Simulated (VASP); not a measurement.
# SrO (Fm-3m) in VASP: Born charges and dielectric tensor with LDA

Aim: the Born charges and dielectric tensor of SrO with LDA.

Everything below comes from runs of VASP 6.6.1. Logs are shortened: lines on timing, memory, paths and dates and some standing lists are left out, and cuts for length are marked.

## 1. The structure

Symmetry: Fm-3m, No. 225, cubic system. The conventional cell has a = 5.266 Å, b = 5.266 Å, c = 5.266 Å, α = 90.00°, β = 90.00°, γ = 90.00°. Sr (site symmetry m-3m) has 6 O at 2.63 Å as nearest neighbours. O (site symmetry m-3m) is surrounded by 6 Sr at 2.63 Å.

## 2. Born charges and dielectric tensor, LDA

The input, INCAR:

```
SYSTEM = SrO
ALGO     = Normal         ! electronic algorithm
EDIFF    = 1E-8           ! SCF threshold, eV
ENCUT    = 600            ! plane-wave cutoff, eV
IBRION   = 8              ! ionic algorithm
ISIF     = 2              ! what is computed and relaxed
ISMEAR   = 0              ! smearing method
LASPH    = .True.         ! aspherical terms in the spheres
LCHARG   = .False.        ! write CHGCAR
LEPSILON = .True.         ! dielectric tensor by DFPT
LREAL    = .False.        ! projectors in reciprocal space
LWAVE    = .False.        ! write WAVECAR
NELM     = 100            ! most SCF steps
NSW      = 1              ! ionic steps
PREC     = Accurate       ! precision mode
SIGMA    = 0.02           ! smearing width, eV
```

The input, KPOINTS:

```
k-points
0
Gamma
  8 8 8
  0 0 0
```

The input, POSCAR:

```
SrO
1.0
    0.0000000000      2.6328800000      2.6328800000
    2.6328800000      0.0000000000      2.6328800000
    2.6328800000      2.6328800000      0.0000000000
Sr O
1 1
Direct
    0.0000000000      0.0000000000      0.0000000000
    0.5000000000      0.5000000000      0.5000000000
```

Potentials or basis: VASP PAW LDA potentials, release 64 (Sr_sv, O).

Started as:

```
$ cat potpaw_LDA.64/Sr_sv/POTCAR potpaw_LDA.64/O/POTCAR > POTCAR
$ mpirun -np 1 vasp_std > vasp.out
```

OUTCAR:

```text
SYSTEM = SrO
   EDIFF = 1E-8
   ENCUT = 600
   IBRION = 8
   ISIF = 2
   ISMEAR = 0
   LASPH = .True.
   LEPSILON = .True.
   LREAL = .False.
   NELM = 100
   NSW = 1
   PREC = Accurate

 ion  position               nearest neighbor table
   1  0.000  0.000  0.000-   2 2.63   2 2.63   2 2.63   2 2.63   2 2.63   2 2.63
   2  0.500  0.500  0.500-   1 2.63   1 2.63   1 2.63   1 2.63   1 2.63   1 2.63

  LATTYP: Found a face centered cubic cell.
 ALAT       =     5.2657600000

  Lattice vectors:

 A1 = (   0.0000000000,   2.6328800000,   2.6328800000)
 A2 = (   2.6328800000,   0.0000000000,   2.6328800000)
 A3 = (   2.6328800000,   2.6328800000,   0.0000000000)

Analysis of symmetry for initial positions (statically):
=====================================================================
 Subroutine PRICEL returns:
 Original cell was already a primitive cell.

 Routine SETGRP: Setting up the symmetry group for a
 face centered cubic supercell.

 Subroutine GETGRP returns: Found 48 space group operations
 (whereof 48 operations were pure point group operations)
 out of a pool of 48 trial point group operations.

The static configuration has the point symmetry O_h .

Analysis of symmetry for dynamics (positions and initial velocities):
=====================================================================
 Subroutine PRICEL returns:
 Original cell was already a primitive cell.

 Routine SETGRP: Setting up the symmetry group for a
 face centered cubic supercell.

 Subroutine GETGRP returns: Found 48 space group operations
 (whereof 48 operations were pure point group operations)
 out of a pool of 48 trial point group operations.

The dynamic configuration has the point symmetry O_h .

 Subroutine INISYM returns: Found 48 space group operations
 (whereof 48 operations are pure point group operations),
 and found     1 'primitive' translations

----------------------------------------------------------------------------------------

                                     Primitive cell

  volume of cell :      36.5025

  direct lattice vectors                    reciprocal lattice vectors
     0.000000000  2.632880000  2.632880000    -0.189906110  0.189906110  0.189906110
     2.632880000  0.000000000  2.632880000     0.189906110 -0.189906110  0.189906110
     2.632880000  2.632880000  0.000000000     0.189906110  0.189906110 -0.189906110

  length of vectors
     3.723454604  3.723454604  3.723454604     0.328927032  0.328927032  0.328927032

  position of ions in fractional coordinates (direct lattice)
     0.000000000  0.000000000  0.000000000
     0.500000000  0.500000000  0.500000000

  ion indices of the primitive-cell ions
   primitive index   ion index
                 1           1
                 2           2

----------------------------------------------------------------------------------------

 KPOINTS: k-points

Automatic generation of k-mesh.
[... 513 lines left out ...]
 ------------------------------------------------------

 Free energy of the ion-electron system (eV)
  ---------------------------------------------------
  ---------------------------------------------------
  free energy    TOTEN  =        -0.30851757 eV

  energy without entropy =       -0.30851757

------------------------ aborting loop because EDIFF is reached ----------------------------------------

--------------------------------------- Ionic step        2  -------------------------------------------

------------------------ aborting loop because EDIFF is reached ----------------------------------------

--------------------------------------- Ionic step        3  -------------------------------------------

------------------------ aborting loop because EDIFF is reached ----------------------------------------

 PIEZOELECTRIC TENSOR FIELD DIRECTION 3  (e Angst)
 -----------------------------------------------------------------------------
     0.00002  0.00000  0.00000           ( -0.00001  0.00000  0.00000)
     0.00000  0.00002 -0.00000           (  0.00000 -0.00001  0.00000)
     0.00000 -0.00000 -0.00081           (  0.00000  0.00000 -0.00001)

 PIEZOELECTRIC TENSOR FIELD DIRECTION 3  (C/m^2)
 -----------------------------------------------------------------------------
     0.00001  0.00000  0.00000
     0.00000  0.00001 -0.00000
     0.00000 -0.00000 -0.00036

--------------------------------------- Ionic step        4  -------------------------------------------

------------------------ aborting loop because EDIFF is reached ----------------------------------------

[... ionic steps 5 to 6 ...]

--------------------------------------- Ionic step        7  -------------------------------------------

 Free energy of the ion-electron system (eV)
  ---------------------------------------------------
  ---------------------------------------------------
  free energy    TOTEN  =        -0.35891151 eV

  energy without entropy =       -0.35891151

------------------------ aborting loop because EDIFF is reached ----------------------------------------

 INTERNAL STRAIN TENSOR  FOR ION    2  DIRECTION 1   (eV/Angst):
 -----------------------------------------------------------------------------
     0.00134 -0.00000 -0.00000
    -0.00000 -0.00286 -0.00000
     0.00000 -0.00000 -0.00286

 MACROSCOPIC STATIC DIELECTRIC TENSOR (including local field effects in DFT)
 ------------------------------------------------------
           3.855282    -0.000000     0.000000
          -0.000000     3.855282    -0.000000
           0.000000    -0.000000     3.855282
 ------------------------------------------------------

 PIEZOELECTRIC TENSOR (including local field effects)  for field in x, y, z        (e  Angst)
          XX          YY          ZZ          XY          YZ          ZX
  --------------------------------------------------------------------------------
  x     0.00000     0.00000     0.00000     0.00000     0.00000     0.00000
  y     0.00000     0.00000     0.00000     0.00000     0.00000     0.00000
  z     0.00000     0.00000     0.00000     0.00000     0.00000     0.00000

 PIEZOELECTRIC TENSOR (including local field effects)  for field in x, y, z        (C/m^2)
          XX          YY          ZZ          XY          YZ          ZX
  --------------------------------------------------------------------------------
  x     0.00000     0.00000     0.00000     0.00000     0.00000     0.00000
  y     0.00000     0.00000     0.00000     0.00000     0.00000     0.00000
  z     0.00000     0.00000     0.00000     0.00000     0.00000     0.00000

 BORN EFFECTIVE CHARGES (including local field effects) (in |e|, cummulative output)
 ---------------------------------------------------------------------------------
 ion    1
    1     2.41581     0.00000     0.00000
    2    -0.00000     2.41581     0.00000
    3     0.00000     0.00000     2.41581
 ion    2
    1    -2.41581    -0.00000     0.00000
    2     0.00000    -2.41581     0.00000
    3     0.00000     0.00000    -2.41581

 INTERNAL STRAIN TENSOR FOR ION    2 for displacements in x,y,z  (eV/Angst):
          X           Y           Z          XY          YZ          ZX
  --------------------------------------------------------------------------------
  x     0.00000     0.00000     0.00000     0.00000     0.00000     0.00000
  y     0.00000     0.00000     0.00000     0.00000     0.00000     0.00000
  z     0.00000     0.00000     0.00000     0.00000     0.00000     0.00000

 SECOND DERIVATIVES (NOT SYMMETRIZED)
 ------------------------------------
               1X          1Y          1Z          2X          2Y          2Z
  1X    -1.088639    0.000000    0.000000    1.088639    0.000000    0.000000
  1Y     0.000000   -1.088639    0.000000    0.000000    1.088639    0.000000
  1Z     0.000000    0.000000   -1.088639    0.000000    0.000000    1.088639
  2X     1.111621    0.000000    0.000000   -1.111621    0.000000    0.000000
  2Y     0.000000    1.111621    0.000000    0.000000   -1.111621    0.000000
  2Z     0.000000    0.000000    1.111621    0.000000    0.000000   -1.111621

 Eigenvectors and eigenvalues of the dynamical matrix
 ----------------------------------------------------

   1 f  =    4.474021 THz    28.111103 2PiTHz  149.237275 cm-1    18.503056 meV
             X         Y         Z           dx          dy          dz
      0.000000  0.000000  0.000000     0.389502   -0.000000   -0.000000
      2.632880  2.632880  2.632880    -0.921025   -0.000000   -0.000000
[... 21 lines left out ...]
   6 f/i=    0.016765 THz     0.105338 2PiTHz    0.559224 cm-1     0.069335 meV
             X         Y         Z           dx          dy          dz
      0.000000  0.000000  0.000000     0.219030   -0.339276   -0.827771
      2.632880  2.632880  2.632880     0.092628   -0.143480   -0.350065

--------------------------------------------------------------------------------------------------------

 MACROSCOPIC STATIC DIELECTRIC TENSOR IONIC CONTRIBUTION
 ------------------------------------------------------
          26.296705    -0.000000    -0.000000
          -0.000000    26.296705     0.000000
          -0.000000     0.000000    26.296705
 ------------------------------------------------------

 ELASTIC MODULI CONTR FROM IONIC RELAXATION (kBar)
 Direction    XX          YY          ZZ          XY          YZ          ZX
 --------------------------------------------------------------------------------
 XX           0.0000      0.0000      0.0000      0.0000      0.0000      0.0000
 YY           0.0000      0.0000      0.0000      0.0000      0.0000      0.0000
 ZZ           0.0000      0.0000      0.0000      0.0000      0.0000      0.0000
 XY           0.0000      0.0000      0.0000      0.0000      0.0000      0.0000
 YZ           0.0000      0.0000      0.0000      0.0000      0.0000      0.0000
 ZX           0.0000      0.0000      0.0000      0.0000      0.0000      0.0000
 --------------------------------------------------------------------------------

 PIEZOELECTRIC TENSOR IONIC CONTR  for field in x, y, z        (C/m^2)
          XX          YY          ZZ          XY          YZ          ZX
  --------------------------------------------------------------------------------
  x     0.00000     0.00000     0.00000     0.00000     0.00000     0.00000
  y     0.00000     0.00000     0.00000     0.00000     0.00000     0.00000
  z     0.00000     0.00000     0.00000     0.00000     0.00000     0.00000
```

Run time: 4.5 min. Hardware: 1 thread of Intel Xeon Platinum 8375C at 2.90GHz (Ice Lake), shared host; peak memory 0.24 GiB.

Results:

| Item | Value |
| --- | --- |
| Band gap on the k mesh | 3.14 eV, indirect (least direct gap 3.27 eV) |
| Electronic dielectric tensor (diagonal) | 3.86 |
| Born charges (mean of the diagonal) | Sr +2.42; O -2.42 e |
| Highest phonon frequency at Γ, LO-TO splitting left out | 149 cm⁻¹ |

Levels at points of the mesh, in eV from the valence-band top:
| k point | band 5 | band 6 | band 7 | band 8 | band 9 | band 10 | band 11 | band 12 |
| --- | --- | --- | --- | --- | --- | --- | --- | --- |
| (0.00, 0.00, 0.00) | -14.13 | 0.00 | 0.00 | 0.00 | 3.32 | 5.95 | 5.95 | 5.95 |
| (0.50, 0.00, 0.00) | -12.85 | -2.11 | -1.03 | -1.03 | 6.15 | 7.72 | 8.40 | 8.40 |
| (0.50, 0.50, 0.00) | -14.44 | -0.54 | -0.13 | -0.13 | 3.14 | 7.22 | 9.57 | 9.72 |

Phonon frequencies in cm⁻¹ (negative: imaginary):
| q point | frequencies |
| --- | --- |
| (0.000, 0.000, 0.000) | -1 -1 -1 149 149 149 |

Electronic dielectric tensor:
```
3.86 0.00 0.00
0.00 3.86 0.00
0.00 0.00 3.86
```

Born effective charge tensors (e):
atom 1, Sr
```
2.42 0.00 0.00
0.00 2.42 0.00
0.00 0.00 2.42
```
atom 2, O
```
-2.42  0.00  0.00
 0.00 -2.42  0.00
 0.00  0.00 -2.42
```

A k mesh can miss the band edges. As with any semilocal functional, this LDA gap is likely too small.
